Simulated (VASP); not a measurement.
Ge:

```
CELL_PARAMETERS angstrom
2.50685 0.00000 0.00000
0.00000 2.50685 0.00000
0.00000 0.00000 2.50685
ATOMIC_POSITIONS crystal
Ge 0.00000 0.00000 0.00000
```

This isn't the form of Ge at room conditions, which is diamond.

The cell isn't the ideal one: cell and atoms relaxed from a first guess.

- Program: VASP 6.6.1
- Task: relaxation of cell and atoms
- Functional: PBE
- Potentials or basis: VASP PAW PBE potentials, release 64 (Ge_d)
- Cutoff: 600 eV
- k mesh: 13 × 13 × 13
- Occupations: fermi-dirac, width 0.05 eV
- Spin: no spin polarisation

At the start: pressure 28.0 GPa; volume 15.75 Å³/atom.

Task: Where does the relaxation end?

Result: Over 5 steps the energy falls by 292.8 meV/atom and the volume is 19.95 Å³/atom (+26.6 %); space group Pm-3m (No. 221, to 0.05 Å).

Step by step:
| step | energy change (eV) | largest force (eV/Å) | pressure (GPa) | volume (Å³) |
| --- | --- | --- | --- | --- |
| 1 | 0.0000 | 0.0000 | 28.00 | 15.75 |
| 2 | -0.2198 | 0.0000 | -6.74 | 22.90 |
| 3 | -0.2927 | 0.0000 | 0.06 | 19.89 |
| 4 | -0.2928 | 0.0000 | -0.09 | 19.98 |
| 5 | -0.2928 | 0.0000 | -0.01 | 19.95 |

Final structure:
```
CELL_PARAMETERS angstrom
2.71220 0.00000 0.00000
0.00000 2.71220 0.00000
0.00000 0.00000 2.71220
ATOMIC_POSITIONS crystal
Ge 0.00000 0.00000 0.00000
```

Caveat: the volume moved by over 15 % at a fixed basis, so the end points are rough.
